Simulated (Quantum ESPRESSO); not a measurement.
Write the native input for Quantum ESPRESSO 7.5 that does the following.

| Item | Value |
| --- | --- |
| Task | single point |
| Functional | PBE |
| Potentials or basis | SSSP 1.3 efficiency PBE |
| Cutoff | 816 eV |
| Density cutoff | 6531 eV |
| k mesh | 6 × 6 × 9 |
| Occupations | fermi-dirac, width 0.05 eV |
| Spin | no spin polarisation |
| Mixing beta | 0.5 |
| Most SCF iterations | 120 |
| SCF threshold | 1.2e-09 Ry |

Crystal: TaN.

```
Ta N
1.0
     5.47294    0.16008   -0.62059
    -2.59783    4.22472    0.64611
    -0.34768    0.21724    2.88206
Ta N
3 3
Direct
  0.33419 0.66670 0.49934
  0.66628 0.33385 0.50213
  0.99708 0.99648 0.99916
  0.39061 0.99966 0.99680
  0.60955 0.60773 0.99838
  0.00229 0.39559 0.00419
```

One way to write it, as run:

pw.in

```
&CONTROL
  calculation = 'scf'
  prefix = 'pwscf'
  outdir = './tmp'
  pseudo_dir = './pseudo'
  tprnfor = .true.
  tstress = .true.
  disk_io = 'nowf'
/
&SYSTEM
  ibrav = 0
  nat = 6
  ntyp = 2
  ecutwfc = 60
  ecutrho = 480
  nbnd = 37
  occupations = 'smearing'
  smearing = 'fd'
  degauss = 0.00367493
/
&ELECTRONS
  conv_thr = 1.2d-09
  electron_maxstep = 120
  mixing_beta = 0.5
/
ATOMIC_SPECIES
Ta   180.9479 Ta_pbe_v1.uspp.F.UPF
N     14.0070 N.pbe-n-radius_5.UPF
CELL_PARAMETERS angstrom
   5.4729395300    0.1600833800   -0.6205894900
  -2.5978334900    4.2247202600    0.6461108000
  -0.3476781600    0.2172420100    2.8820643900
ATOMIC_POSITIONS crystal
Ta     0.3341943600    0.6667031300    0.4993389800
Ta     0.6662794900    0.3338462500    0.5021276400
Ta     0.9970789400    0.9964812000    0.9991599900
N      0.3906116900    0.9996569200    0.9968043700
N      0.6095471400    0.6077258100    0.9983751800
N      0.0022883800    0.3955867000    0.0041938400
K_POINTS automatic
6 6 9 0 0 0
```

Potentials or basis: SSSP 1.3 efficiency PBE.

Run with:

```console
$ OMP_NUM_THREADS=1 pw.x -in pw.in > pw.out
```

Results of the run:

```yaml
Pressure: 36.5 GPa
Largest_force: 4.169 eV/Å
Band_gap_on_the_k_mesh: none (metal or under the smearing width)
```

Caveat: a pressure of tens of GPa on the cell as given is suspect, and the run, the potentials or the cell itself is likely at fault; forces of over 1 eV/Å show positions far from the minimum, so gaps and moduli don't describe the material at rest.

It took 6.8 min on 1 thread of Intel(R) Xeon(R) Platinum 8488C (Sapphire Rapids), with other jobs on the host, peak memory 0.86 GiB.
